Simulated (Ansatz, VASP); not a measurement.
Ca in VASP and in Ansatz

Contents of INCAR:

```
ALGO = Fast ; EDIFF = 1E-6
ENCUT = 520 ; GGA = PE
ISIF = 2 ; ISMEAR = 0
LASPH = T ; LCHARG = T
LELF = T ; LREAL = F
LVHAR = T ; LWAVE = F
NBANDS = 11 ; NELM = 60
PREC = Accurate ; SIGMA = 0.15
```

The input KPOINTS:

```
k-points
0
Gamma
  16 16 16
```

The input POSCAR:

```
Ca
1.0
   -1.9568202410      1.9568202410      2.9352303615
    1.9568202410     -1.9568202410      2.9352303615
    1.9568202410      1.9568202410     -2.9352303615
Ca
1
Direct
    0.0000000000      0.0000000000      0.0000000000
```

Input for Ansatz:

```yaml
crystal:
  lattice:
    - [-1.956820241, 1.956820241, 2.9352303615]
    - [1.956820241, -1.956820241, 2.9352303615]
    - [1.956820241, 1.956820241, -2.9352303615]
  atoms:
    - { symbol: Ca, position: [0.0, 0.0, 0.0] }
basis:
  ecutwfc: 420
kpoints:
  mp_grid: { grid: [16, 16, 16] }
hamiltonian:
  xc: pbe
scf:
  occupations: { method: gaussian, width: 0.15 }
output:
  forces: true
  stress: true
  eigenvalues: true
```

Alike in both runs: task single point; functional PBE; k mesh 16 × 16 × 16; occupations gaussian, width 0.15 eV; no spin polarisation.

|  | VASP | Ansatz |
| --- | --- | --- |
| version | VASP 6.6.1 | Ansatz 0.2.0 |
| potentials or method | VASP PAW PBE potentials, release 64 (Ca_sv) | scalar-relativistic, plane waves, PAW |
| plane-wave cutoff (eV) | 520 | 420 |
| valence electrons in the cell | 10 | 10 |

```csv
,VASP,Ansatz,Ansatz less VASP
gap on the k mesh at the Fermi level (eV),none,none,-
pressure (GPa),-1.0,-1.0,0.00
largest component of the traceless stress (GPa),0.36,0.36,0.000
```

A gap of «none» marks a metal or a gap that the smearing closes.
